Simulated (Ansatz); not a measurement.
The system is GaAs.

```
As Ga
1.0
     0.00000    2.82685    2.82685
     2.82685    0.00000    2.82685
     2.82685    2.82685    0.00000
As Ga
1 1
Direct
  0.75000 0.75000 0.75000
  0.00000 0.00000 0.00000
```

Base run:

| Property | Result |
| --- | --- |
| Program | Ansatz 0.2.0 |
| Functional | PBE |
| Potentials or basis | Ansatz NC |
| Cutoff | 1143 eV (not typed: the program's choice for these potentials) |
| k mesh | 8 × 8 × 8 |
| Occupations | fermi-dirac, width 0.05 eV |
| Spin | no spin polarisation |

Its results: band gap on the k mesh 0.51 eV, direct; pressure 3.4 GPa.

The run is repeated on the same cell with these changes: potentials or basis from Ansatz NC to Ansatz PAW; cutoff from 1143 eV (not typed: the program's choice for these potentials) to 420 eV (not typed: the program's choice for these potentials); spin from no spin polarisation to spin-orbit coupling, no magnetisation. What comes out?

Band gap on the k mesh 0.41 eV, direct; pressure 3.3 GPa.

Spin-orbit coupling splits the band edges, which narrows the gap.
